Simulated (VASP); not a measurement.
# B (Pm-3m) in VASP: notebook, part 2 of 2

VASP 6.6.1.

### 3 Relaxation of the atoms, LDA

INCAR

```
PREC = Accurate
ENCUT = 520
EDIFF = 1E-6
ISMEAR = 0
SIGMA = 0.05
LREAL = F
LASPH = T
NELM = 100
ALGO = Normal
ISIF = 2
LWAVE = F
LCHARG = F
GGA = CA
IBRION = 2
NSW = 40
EDIFFG = -0.005
```

KPOINTS

```
Automatic mesh
0
Gamma
  14 14 14
```

POSCAR

```
B
1.0
    1.8852400000      0.0000000000      0.0000000000
    0.0000000000      1.8852400000      0.0000000000
    0.0000000000      0.0000000000      1.8852400000
B
1
Direct
    0.5000000000      0.5000000000      0.5000000000
```

Potentials or basis: VASP PAW LDA potentials, release 64 (B).

Launch:

```bash
> cat potpaw_LDA.64/B/POTCAR > POTCAR
> mpirun -np 1 vasp_std > vasp.out
```

OUTCAR:

```text
PREC = Accurate
   ENCUT = 520
   EDIFF = 1E-6
   ISMEAR = 0
   LREAL = F
   LASPH = T
   NELM = 100
   ISIF = 2
   GGA = CA
   IBRION = 2
   NSW = 40
   EDIFFG = -0.005

 ion  position               nearest neighbor table
   1  0.500  0.500  0.500-

  LATTYP: Found a simple cubic cell.
 ALAT       =     1.8852400000

  Lattice vectors:

 A1 = (   1.8852400000,   0.0000000000,   0.0000000000)
 A2 = (   0.0000000000,   1.8852400000,   0.0000000000)
 A3 = (   0.0000000000,   0.0000000000,   1.8852400000)

Analysis of symmetry for initial positions (statically):
=====================================================================
 Subroutine PRICEL returns:
 Original cell was already a primitive cell.

 Routine SETGRP: Setting up the symmetry group for a
 simple cubic supercell.

 Subroutine GETGRP returns: Found 48 space group operations
 (whereof 48 operations were pure point group operations)
 out of a pool of 48 trial point group operations.

The static configuration has the point symmetry O_h .

Analysis of symmetry for dynamics (positions and initial velocities):
=====================================================================
[... 160 lines left out ...]
 val. band max:        7.1246477666   @ k =   0.4286   0.4286   0.2143
 cond. band min:       7.1712819718   @ k =   0.3571   0.2143   0.1429
 fundamental gap:      0.0466342052
 Fermi energy:         7.1294575999

 k-point     1 :       0.0000    0.0000    0.0000
  band No.  band energies     occupation
      1      -8.4582      2.00000
      2      20.5862      0.00000
      3      20.5862      0.00000
      4      20.5862      0.00000
      5      31.3464      0.00000
[... 177 lines left out ...]
 k-point    24 :       0.3571    0.2143    0.0000
  band No.  band energies     occupation
      1      -2.6722      2.00000
      2       6.6008      2.00000
      3      17.0795      0.00000
      4      24.5426      0.00000
      5      29.2855      0.00000

 [... further k-points ...]

------------------------ aborting loop because EDIFF is reached ----------------------------------------

  FORCE on cell =-STRESS in cart. coord.  units (eV):
  Direction    XX          YY          ZZ          XY          YZ          ZX
  --------------------------------------------------------------------------------------
  -------------------------------------------------------------------------------------
  Total       -0.2984797     -0.2984797     -0.2984797     -0.0000000      0.0000000      0.0000000
  in kB      -71.3716036    -71.3716036    -71.3716036     -0.0000000      0.0000000      0.0000000
  external PRESSURE =     -71.3716036 kB  Pullay stress =       0.0000000 kB

 VOLUME and BASIS-vectors are now :
 -----------------------------------------------------------------------------
  energy-cutoff  :      520.00
  volume of cell :        6.70
      direct lattice vectors                 reciprocal lattice vectors
     1.885240000  0.000000000  0.000000000     0.530436443  0.000000000  0.000000000
     0.000000000  1.885240000  0.000000000     0.000000000  0.530436443  0.000000000
     0.000000000  0.000000000  1.885240000     0.000000000  0.000000000  0.530436443

 POSITION                                       TOTAL-FORCE (eV/Angst)
 -----------------------------------------------------------------------------------
      0.94262      0.94262      0.94262         0.000000      0.000000      0.000000
 -----------------------------------------------------------------------------------
    total drift:                                0.000000      0.000000     -0.000000

  FREE ENERGIE OF THE ION-ELECTRON SYSTEM (eV)
  ---------------------------------------------------
  free  energy   TOTEN  =        -6.3441965422 eV

  energy  without entropy=       -6.3435984353  energy(sigma->0) =       -6.34389749

 reached required accuracy - stopping structural energy minimisation
```

OSZICAR:

```text
N       E                     dE             d eps       ncg     rms          rms(c)
DAV:   1    -0.248438752238E+01   -0.24844E+01   -0.13858E+03  1280   0.432E+02
DAV:   2    -0.634766184902E+01   -0.38633E+01   -0.34321E+01  1605   0.596E+01
DAV:   3    -0.636446405250E+01   -0.16802E-01   -0.16718E-01  1305   0.411E+00
DAV:   4    -0.636446710676E+01   -0.30543E-05   -0.30543E-05  1605   0.527E-02
DAV:   5    -0.636446710722E+01   -0.45921E-09   -0.41151E-09  1320   0.491E-04    0.131E+00
DAV:   6    -0.635046764595E+01    0.13999E-01   -0.46876E-03  1320   0.591E-01    0.790E-01
DAV:   7    -0.634419681100E+01    0.62708E-02   -0.80874E-03  1315   0.779E-01    0.566E-02
DAV:   8    -0.634419697547E+01   -0.16447E-06   -0.17620E-05  1285   0.558E-02    0.547E-03
DAV:   9    -0.634419654221E+01    0.43326E-06   -0.77466E-07  1025   0.841E-03
   1 F= -.63441965E+01 E0= -.63438975E+01  d E =-.634420E+01
```

CONTCAR:

```text
B
   1.00000000000000
     1.8852400000000000    0.0000000000000000    0.0000000000000000
     0.0000000000000000    1.8852400000000000    0.0000000000000000
     0.0000000000000000    0.0000000000000000    1.8852400000000000
  B
     1
Direct
     0.5000000000000000    0.5000000000000000    0.5000000000000000

  0.00000000E+00  0.00000000E+00  0.00000000E+00
```

It took 1.9 s on 1 thread of AMD EPYC 9R45 (Zen 5), shared host; peak memory 0.07 GiB.

Results:

```
Free energy             : -6.3442 eV
Pressure after relaxing : -7.1 GPa
Band gap on the k mesh  : none (metal or under the smearing width)
```

Final structure:
```cif
data_structure
_symmetry_space_group_name_H-M 'P 1'
_symmetry_Int_Tables_number 1
_cell_length_a 1.8852
_cell_length_b 1.8852
_cell_length_c 1.8852
_cell_angle_alpha 90.000
_cell_angle_beta 90.000
_cell_angle_gamma 90.000
_cell_volume 6.70
loop_
_atom_site_label
_atom_site_type_symbol
_atom_site_fract_x
_atom_site_fract_y
_atom_site_fract_z
_atom_site_occupancy
B1 B 0.50000 0.50000 0.50000 1
```

Levels at points of the mesh, in eV from the Fermi level:
| k point | band 1 | band 2 | band 3 | band 4 | band 5 |
| --- | --- | --- | --- | --- | --- |
| (0.00, 0.00, 0.00) | -15.59 | 13.46 | 13.46 | 13.46 | 24.22 |
| (0.50, 0.00, 0.00) | -8.18 | -6.02 | 17.24 | 17.24 | 29.83 |
| (0.50, 0.50, 0.00) | -1.93 | -1.93 | 4.49 | 8.27 | 20.32 |
| (0.50, 0.50, 0.50) | 3.37 | 3.37 | 3.37 | 16.73 | 16.73 |

Caveat: the relaxation stopped at its first step, so nothing moved.

### 4 Atomic charges, HSE06

POSCAR is that of step 3.

INCAR.step1

```
  PREC = Accurate
  ENCUT = 520
  EDIFF = 1E-5
  ISMEAR = -1
  SIGMA = 0.1
  LREAL = F
  LASPH = T
  NELM = 100
  ALGO = Normal
  ISIF = 2
  LWAVE = T
  LCHARG = F
  GGA = PE
```

INCAR.step2

```
  PREC = Accurate
  ENCUT = 520
  EDIFF = 1E-6
  ISMEAR = -1
  SIGMA = 0.1
  LREAL = F
  LASPH = T
  NELM = 100
  ALGO = Normal
  ISIF = 2
  LWAVE = F
  LCHARG = F
  GGA = PE
  LHFCALC = T
  HFSCREEN = 0.2
  PRECFOCK = Normal
  LORBIT = 11
  ISTART = 1
```

KPOINTS

```
regular mesh
0
Gamma
  7 7 7
```

Potentials or basis: VASP PAW PBE potentials, release 64 (B).

Launch:

```bash
> cat potpaw_PBE.64/B/POTCAR > POTCAR
> cp INCAR.step1 INCAR
> mpirun -np 1 vasp_std > vasp.out
> cp INCAR.step2 INCAR
> mpirun -np 1 vasp_std > vasp.out
```

Wall time 28 s (1 thread of AMD EPYC 9R45 (Zen 5), shared host); peak memory 0.17 GiB.

Results (log left out):

```yaml
Free_energy: -6.2808 eV
Pressure: -4.6 GPa
Band_gap_on_the_k_mesh: none (metal or under the smearing width)
Valence_electrons_inside_the_program's_atomic_spheres: B 1.82
```

Levels at points of the mesh, in eV from the Fermi level:
```tsv
k point	band 1	band 2	band 3	band 4	band 5
(0.00, 0.00, 0.00)	-17.87	15.19	15.19	15.19	25.41
```

Caveat: the k mesh is coarse (spacing up to 0.48 Å⁻¹), so the values aren't converged, least of all with exact exchange; the PAW data sets were made with another functional, which shifts forces and pressure a little.

### 5 Electron localisation function, SCAN+D4 (volume scaled by 0.92)

INCAR

```
SYSTEM = B
PREC = Accurate ; ENCUT = 400
EDIFF = 1E-6 ; ISMEAR = -5
SIGMA = 0.05 ; LREAL = .False.
LASPH = .True. ; NELM = 60
ALGO = Normal ; ISIF = 2
LWAVE = .False. ; LCHARG = .True.
METAGGA = SCAN ; LMIXTAU = .True.
IVDW = 13 ; LELF = .True.
AMIX = 0.05
```

KPOINTS

```
Automatic mesh
0
Gamma
  14 14 14
  0 0 0
```

POSCAR

```
B
1.0
    1.8335633587      0.0000000000      0.0000000000
    0.0000000000      1.8335633587      0.0000000000
    0.0000000000      0.0000000000      1.8335633587
B
1
Direct
    0.5000000000      0.5000000000      0.5000000000
```

Potentials or basis: VASP PAW PBE potentials, release 64 (B_s).

Launch:

```bash
> cat potpaw_PBE.64/B_s/POTCAR > POTCAR
> mpirun -np 1 vasp_std > vasp.out
```

Run time: 13 s. Hardware: 1 thread of AMD EPYC 9R45 (Zen 5), shared host; peak memory 0.07 GiB.

The run converged. Its results:

- Free energy: -6.2601 eV
- Pressure: 19.9 GPa
- Band gap on the k mesh: none (metal or under the smearing width)
- Dispersion energy per atom: -0.084 eV

Levels at points of the mesh, in eV from the Fermi level:
| k point | band 1 | band 2 | band 3 | band 4 | band 5 |
| --- | --- | --- | --- | --- | --- |
| (0.00, 0.00, 0.00) | -17.39 | 15.74 | 15.74 | 15.74 | 25.85 |
| (0.50, 0.00, 0.00) | -9.23 | -6.63 | 20.23 | 20.23 | 33.05 |
| (0.50, 0.50, 0.00) | -2.19 | -2.19 | 5.35 | 8.69 | 23.88 |
| (0.50, 0.50, 0.50) | 3.87 | 3.87 | 3.87 | 18.00 | 18.00 |

Caveat: the PAW data sets were made with another functional, which shifts forces and pressure a little; pairwise dispersion overbinds metals, which lowers pressure and volume; tetrahedron occupations give inexact forces and stress in metals.

### 6 Summary

```tsv
task	level	potentials or basis	cell	k mesh	cutoff (eV)	smearing	grid for exact exchange (PRECFOCK)	screening parameter	other keys	mesh quality	gap on the mesh (eV)	pressure (GPa)
relaxation of cell and atoms	PBE	VASP PAW PBE potentials, release 64 (B)	relaxed	14 × 14 × 14	600	gaussian 0.05 eV	-	-	-	not flagged	none	0.3
relaxation of the atoms	LDA	VASP PAW LDA potentials, release 64 (B)	atoms relaxed	14 × 14 × 14	520	gaussian 0.05 eV	-	-	-	not flagged	none	-7.1
atomic charges	HSE06	VASP PAW PBE potentials, release 64 (B)	as given	7 × 7 × 7	520	fermi-dirac 0.1 eV	Normal	0.2 1/A	-	coarse	none	-4.6
electron localisation function	SCAN+D4	VASP PAW PBE potentials, release 64 (B_s)	volume scaled by 0.92	14 × 14 × 14	400	tetrahedron	-	-	AMIX = 0.05	not flagged	none	19.9
```

Alike in all rows: no spin polarisation.

Caveats: some runs use coarse meshes; the relaxation stopped at its first step, so nothing moved (some runs); the PAW data sets were made with another functional, which shifts forces and pressure a little (some runs); pairwise dispersion overbinds metals, which lowers pressure and volume (some runs); tetrahedron occupations give inexact forces and stress in metals (some runs).

Absolute energies hang on the potentials; compare differences alone.
